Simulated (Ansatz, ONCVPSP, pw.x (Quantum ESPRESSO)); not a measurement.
## pw.x on fcc W: one setting changed

Potential: optimised norm-conserving Vanderbilt (ONCV), ONCVPSP 4.0.1.1 (patched build), PBE; core [Kr] 4d10 4f14, reference 5s2 5p6 5d4 6s1.5 6p0.5; waves: 5s+6s: rc 1.60 bohr, ncon 4, nbas 7, qcut 8.6 1/bohr, 2 projectors; 5p+6p: rc 2.30 bohr, ncon 4, nbas 8, qcut 6.4 1/bohr, 2 projectors; 5d: rc 2.30 bohr, ncon 5, nbas 10, qcut 7.3 1/bohr, 1 projector; local part: polynomial inside 1.20 bohr (lpopt 5, dvloc0 1 Ha); core correction: Teter function, fcfact 4, rcfact 1.7.

The reference run (k-mesh 14³, cutoffs 70/280 Ry, Fermi–Dirac 0.01 Ry, mixing_beta 0.4, conv_thr 1e-9, no spin) gives -2.69 GPa at 16.478 Å³/atom, where all-electron LAPW gives -0.06 GPa. This run, with its own iteration cap, changes degauss to 0.002.

```
&control
  calculation='scf', prefix='x', pseudo_dir='./', outdir='./tmp', tstress=.true., disk_io='none'
/
&system
  ibrav=0, nat=1, ntyp=1, ecutwfc=70, ecutrho=280, nbnd=15,
  occupations='smearing', smearing='fd', degauss=0.002
/
&electrons
  conv_thr=1e-09, mixing_beta=0.4, electron_maxstep=60
/
ATOMIC_SPECIES
W 1.0 W.UPF
CELL_PARAMETERS angstrom
  0.00000000 2.01972156 2.01972156
  2.01972156 0.00000000 2.01972156
  2.01972156 2.01972156 0.00000000
ATOMIC_POSITIONS crystal
W 0.0000 0.0000 0.0000
K_POINTS automatic
14 14 14 0 0 0
```

```bash
pw.x < W.scf.in > W.scf.out
```

Problem. How does the run end?

Solution. It converges in 7 iterations; the free energy moves by +35.7 meV/atom and the pressure by -0.43 GPa. In a metal, with Fermi–Dirac smearing, F lies below its zero-width value by a term in the square of the width.

```
Message from routine setup:
     using ibrav=0 with symmetry is DISCOURAGED, use correct ibrav instead
     lattice parameter (alat)  =       5.3977  a.u.
     unit-cell volume          =     111.1991 (a.u.)^3
     number of electrons       =        14.00
     number of Kohn-Sham states=           15
     kinetic-energy cutoff     =      70.0000  Ry
     charge density cutoff     =     280.0000  Ry
     scf convergence threshold =      1.0E-09
     Exchange-correlation= PBE
     number of k points=   104  Fermi-Dirac smearing, width (Ry)=  0.0020
     iteration #  1     ecut=    70.00 Ry     beta= 0.40
     total energy              =    -158.50132326 Ry
     estimated scf accuracy    <       0.06024889 Ry
     iteration #  2     ecut=    70.00 Ry     beta= 0.40
     total energy              =    -158.50272608 Ry
     estimated scf accuracy    <       0.00761501 Ry
     iteration #  3     ecut=    70.00 Ry     beta= 0.40
     total energy              =    -158.50371227 Ry
     estimated scf accuracy    <       0.00039996 Ry
     iteration #  4     ecut=    70.00 Ry     beta= 0.40
     total energy              =    -158.50373882 Ry
     estimated scf accuracy    <       0.00000606 Ry
     iteration #  5     ecut=    70.00 Ry     beta= 0.40
     total energy              =    -158.50374082 Ry
     estimated scf accuracy    <       0.00000023 Ry
     iteration #  6     ecut=    70.00 Ry     beta= 0.40
     total energy              =    -158.50374085 Ry
     estimated scf accuracy    <          3.1E-09 Ry
     iteration #  7     ecut=    70.00 Ry     beta= 0.40
     the Fermi energy is    20.9568 ev
!    total energy              =    -158.50374085 Ry
     estimated scf accuracy    <          4.1E-10 Ry
     smearing contrib. (-TS)   =      -0.00022128 Ry
     The total energy is F=E-TS. E is the sum of the following terms:
     one-electron contribution =     -16.90570780 Ry
     hartree contribution      =      17.14747663 Ry
     xc contribution           =     -41.02210906 Ry
     ewald contribution        =    -117.72317934 Ry
     convergence has been achieved in   7 iterations
          total   stress  (Ry/bohr**3)                   (kbar)     P=      -31.21
     Message from routine punch:
     Nothing written, as per user request (disk_io='none')
```

The run took about 7.8 s on one core of a shared host (AMD EPYC 9R45 96-Core Processor, 96 threads, 376 GiB, load 40).
